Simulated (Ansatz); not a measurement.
Molecular dynamics on a 2×2×1 supercell (16 atoms) of LiCl (wurtzite), relaxed with r2SCAN. Forces come from r2SCAN in the plane-wave code Ansatz: a Nosé-Hoover thermostat at fixed volume, 300 K, steps of 1 fs. Classical nuclei, no spin polarisation; a few dozen steps show the first response, not equilibrium. The structure comes from a prototype and may be hypothetical.

```yaml
crystal:
  lattice:
    - [7.7883681837, 1.0e-10, 0.0]
    - [-3.8941840919, 6.7449247011, 0.0]
    - [0.0, 0.0, 6.2244574578]
  atoms:
    - { symbol: Li, position: [0.1666666667, 0.3333333333, -0.0031270701] }
    - { symbol: Li, position: [0.3333333333, 0.1666666667, 0.4968729299] }
    - { symbol: Cl, position: [0.1666666667, 0.3333333333, 0.3781270701] }
    - { symbol: Cl, position: [0.3333333333, 0.1666666667, 0.8781270701] }
    - { symbol: Li, position: [0.1666666667, 0.8333333333, -0.0031270701] }
    - { symbol: Li, position: [0.3333333333, 0.6666666667, 0.4968729299] }
    - { symbol: Cl, position: [0.1666666667, 0.8333333333, 0.3781270701] }
    - { symbol: Cl, position: [0.3333333333, 0.6666666667, 0.8781270701] }
    - { symbol: Li, position: [0.6666666667, 0.3333333333, -0.0031270701] }
    - { symbol: Li, position: [0.8333333333, 0.1666666667, 0.4968729299] }
    - { symbol: Cl, position: [0.6666666667, 0.3333333333, 0.3781270701] }
    - { symbol: Cl, position: [0.8333333333, 0.1666666667, 0.8781270701] }
    - { symbol: Li, position: [0.6666666667, 0.8333333333, -0.0031270701] }
    - { symbol: Li, position: [0.8333333333, 0.6666666667, 0.4968729299] }
    - { symbol: Cl, position: [0.6666666667, 0.8333333333, 0.3781270701] }
    - { symbol: Cl, position: [0.8333333333, 0.6666666667, 0.8781270701] }
kpoints:
  mp_grid: { grid: [3, 3, 2] }
hamiltonian:
  xc: r2scan
scf:
  occupations: { method: fermi_dirac, width: 0.026 }
md:
  ensemble: nvt_nose_hoover
  temperature: 300
  timestep: 1.0
  n_steps: 20
  initial_velocities: maxwell_boltzmann
  seed: 3172
```

Run as `ansatz run input.yaml --threads 4 --pin off --max-ram 3686MiB --backend cpu --events-out ev --progress --plain --runs-dir out`. Wall time 4 min on 4 threads of Intel(R) Xeon(R) Processor @ 2.50GHz (Skylake/Cascade Lake) (shared host), load about 0.9 per core; peak host memory 1.4 GiB.

```csv
step,t (fs),T (K),free energy F from step 0 (meV/atom),kinetic energy (meV/atom),largest force (eV/Å)
0,0,300,0.0,36.4,0.00
1,1,299,0.1,36.3,0.04
2,2,297,0.4,36.0,0.07
3,3,293,0.8,35.5,0.11
4,4,288,1.5,34.9,0.15
5,5,281,2.3,34.1,0.19
6,6,274,3.2,33.1,0.22
7,7,265,4.3,32.1,0.26
8,8,255,5.5,30.9,0.29
9,9,244,6.8,29.5,0.32
10,10,232,8.2,28.1,0.36
11,11,220,9.7,26.7,0.39
12,12,208,11.2,25.2,0.42
13,13,195,12.7,23.7,0.44
14,14,183,14.2,22.2,0.47
15,15,171,15.7,20.7,0.50
16,16,159,17.1,19.3,0.52
17,17,148,18.5,17.9,0.54
18,18,138,19.8,16.7,0.56
19,19,128,20.9,15.6,0.57
20,20,120,21.9,14.5,0.59
```

The temperature goes from 300 K to 120 K in 20 fs. The thermostat hasn't had time to restore it. The atoms start on their lattice sites with kinetic energy alone, so much of it first passes into potential energy. By the last step the atoms have moved 0.13 Å in the root mean square, the drift of the whole cell taken out, 0.21 Å at most.

Positions (Å) and forces (eV/Å) at step 20:
```
Li  -0.148   2.405  -0.090     0.452  -0.243   0.287
Li   1.792   1.056   3.024     0.510   0.033   0.225
Cl   0.012   2.218   2.386    -0.184   0.423  -0.208
Cl   1.929   1.144   5.528    -0.067   0.371  -0.274
Li  -2.110   5.758  -0.052     0.380  -0.191   0.148
Li  -0.117   4.576   3.129     0.334  -0.202  -0.033
Cl  -1.993   5.564   2.333    -0.055   0.184  -0.095
Cl  -0.095   4.527   5.470     0.192   0.443  -0.014
Li   3.935   2.308  -0.018    -0.054  -0.262   0.011
Li   5.987   1.078   3.170    -0.350   0.056  -0.109
Cl   3.895   2.207   2.321     0.021  -0.069   0.212
Cl   5.921   1.151   5.507    -0.355  -0.330  -0.102
Li   2.081   5.564   0.066    -0.296   0.118  -0.441
Li   3.880   4.487   2.995    -0.028  -0.254   0.174
Cl   2.003   5.627   2.277    -0.245  -0.039   0.508
Cl   3.958   4.492   5.469    -0.256  -0.036  -0.288
```
